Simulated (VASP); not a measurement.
## InAs: single point with PBEsol

**The experiment to reproduce.**

A printed reference work, data compilation reports, for a bulk crystal of InAs at 4.2 K: band gap 0.418 eV (direct).

The system is InAs.

```
In As
1.0
     0.00000    3.03208    3.03208
     3.03208    0.00000    3.03208
     3.03208    3.03208    0.00000
In As
1 1
Cartesian
  0.0000 0.0000 0.0000
  4.5481 4.5481 4.5481
```

```yaml
Program: VASP 6.6.1
Task: single point
Functional: PBEsol
Potentials_or_basis: VASP PAW PBE potentials, release 64 (In_d, As)
Cutoff: 520 eV
k_mesh: 6 × 6 × 6
Occupations: gaussian, width 0.05 eV
Spin: no spin polarisation
Dipole_correction: no
Further_INCAR_settings: ALGO = Normal; EDIFF = 1e-06; NBANDS = 16
```

* Pressure: 0.8 GPa
* Band gap on the k mesh: zero (filled and empty bands touch)

Levels at points of the mesh, in eV from the Fermi level:
| k point | band 5 | band 6 | band 7 | band 8 | band 9 | band 10 | band 11 | band 12 | band 13 | band 14 |
| --- | --- | --- | --- | --- | --- | --- | --- | --- | --- | --- |
| (0.00, 0.00, 0.00) | -14.21 | -11.85 | -0.34 | -0.02 | -0.02 | -0.02 | 3.83 | 3.83 | 3.83 | 7.28 |
| (0.50, 0.00, 0.00) | -14.21 | -10.39 | -5.79 | -1.00 | -1.00 | 0.84 | 4.60 | 4.60 | 6.69 | 8.85 |
| (0.50, 0.50, 0.00) | -14.19 | -9.85 | -5.87 | -2.33 | -2.33 | 1.43 | 1.96 | 9.01 | 9.14 | 9.14 |

It took 17 s on 1 thread of AMD EPYC 9R14 (Zen 4), with other jobs on the host, peak memory 0.15 GiB.

A measured gap of InAs is 0.418 eV (direct; 4.2 K; a printed reference work, data compilation); the calculated 0.00 eV misses it by -0.42 eV. Spin-orbit coupling on As, In is left out. The value is that of PBEsol on a finite k mesh, which can miss the band edges, without temperature or zero-point motion. Semilocal functionals fall short of measured gaps as a rule.

Caveat: the PAW data sets were made with another functional, which shifts forces and pressure a little; spin-orbit coupling is left out, which moves the levels of the heavy elements.
